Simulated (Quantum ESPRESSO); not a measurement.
Crystal: SnO.

```
Sn O
1.0
     3.81370    0.00000    0.00000
     0.00000    3.81370    0.00000
     0.00000    0.00000    4.88691
Sn O
2 2
Cartesian
  1.9068 0.0000 3.7367
  0.0000 1.9068 1.1503
  0.0000 0.0000 0.0000
  1.9068 1.9068 0.0000
```

The cell is a database's computed one.

Base run:

```yaml
Program: Quantum ESPRESSO 7.5
Functional: LDA
Potentials_or_basis: PseudoDojo 0.4.1 SR LDA standard
Cutoff: 1143 eV
Density_cutoff: 4572 eV
k_mesh: 8 × 8 × 6, shifted
Occupations: fermi-dirac, width 0.05 eV
Spin: no spin polarisation
```

Its results: pressure -3.1 GPa; largest force 0.194 eV/Å.

After a change of settings the same cell gave: pressure -2.1 GPa; largest force 0.096 eV/Å. Which change was it?
A. k mesh from 8 × 8 × 6, shifted to 2 × 2 × 2, shifted
B. k mesh from 8 × 8 × 6, shifted to 6 × 6 × 6, shifted
C. k mesh from 8 × 8 × 6, shifted to 4 × 4 × 4, shifted

A.

Caveats: some runs use coarse meshes; the cell is more than 3 GPa from zero pressure, which shifts response properties (some runs).
